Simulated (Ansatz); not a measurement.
# C in Ansatz: the effect of functional

C, a slab with vacuum:

```
C
1.0
     2.45617    0.00000    0.00000
    -1.22809    2.12711    0.00000
     0.00000    0.00000   23.52380
C
4
Direct
  0.33333 0.66667 0.31883
  0.66667 0.33333 0.31883
  0.33333 0.66667 0.68117
  0.66667 0.33333 0.68117
```

Alike in all runs:

| Item | Value |
| --- | --- |
| Program | Ansatz 0.2.0 |
| Task | single point |
| Potentials or basis | all-electron LAPW, scalar-relativistic |
| Basis error allowed | 0.002 eV/atom |
| k mesh | 12 × 12 × 1 |
| Occupations | fermi-dirac, width 0.05 eV |
| Spin | no spin polarisation |

```csv
functional,cutoff,work function (eV)
PBE,482 eV (chosen from the basis error),4.21
LDA,486 eV (chosen from the basis error),?
PBEsol,483 eV (chosen from the basis error),4.30
```

Problem. What does the run with functional LDA give?

Solution. Work function 4.52 eV.
